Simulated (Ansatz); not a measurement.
MnSb:

```
CELL_PARAMETERS angstrom
4.15000 0.00000 0.00000
-2.07500 3.59401 0.00000
0.00000 0.00000 5.78000
ATOMIC_POSITIONS crystal
Sb 0.66667 0.33333 0.75000
Sb 0.33333 0.66667 0.25000
Mn 0.00000 0.00000 0.50000
Mn 0.00000 0.00000 0.00000
```

- Program: Ansatz 0.2.0
- Task: relaxation of cell and atoms
- Functional: BLYP
- Dispersion: D3(BJ)
- Potentials or basis: Ansatz PAW
- Cutoff: 420 eV (not typed: the program's choice for these potentials)
- k mesh: 7 × 7 × 5
- Occupations: fermi-dirac, width 0.05 eV
- Spin: collinear spin, ferromagnetic start
- Starting moments: [0.0, 0.0, 4.0, 4.0] μB

At the start: volume 21.55 Å³/atom.

Where does the relaxation end?

It ends after 5 steps and the volume is 19.19 Å³/atom (-11.0 %); space group P6_3/mmc (No. 194, to 0.05 Å); moment 5.73 μB per cell.

Step by step:
| step | energy change (eV) | largest force (eV/Å) | volume (Å³) |
| --- | --- | --- | --- |
| 1 | 0.0000 | 0.0000 | 86.21 |
| 2 | -0.1844 | 0.0000 | 75.66 |
| 3 | -0.1878 | 0.0000 | 76.96 |
| 4 | -0.1880 | 0.0000 | 76.77 |
| 5 | -0.1855 | 0.0000 | 76.77 |

Final structure:
```xyz
4
Lattice="4.0142 0.0000 0.0000 -2.0071 3.4764 0.0000 0.0000 0.0000 5.5009" Properties=species:S:1:pos:R:3 pbc="T T T"
Sb    2.0071    1.1588    4.1256
Sb    0.0000    2.3176    1.3752
Mn    0.0000    0.0000    2.7504
Mn    0.0000    0.0000    0.0000
```

Caveat: the plane-wave basis is chosen anew once the cell has moved, so the energies of steps on either side of that aren't comparable; the volume moved by -11 % from the deposited cell, more than functionals usually miss; only a ferromagnetic start was run, and an antiferromagnetic order may lie lower in energy; the PAW data sets come from PBE, with cores solved anew for the run's functional, which leaves a small shift of forces and pressure.
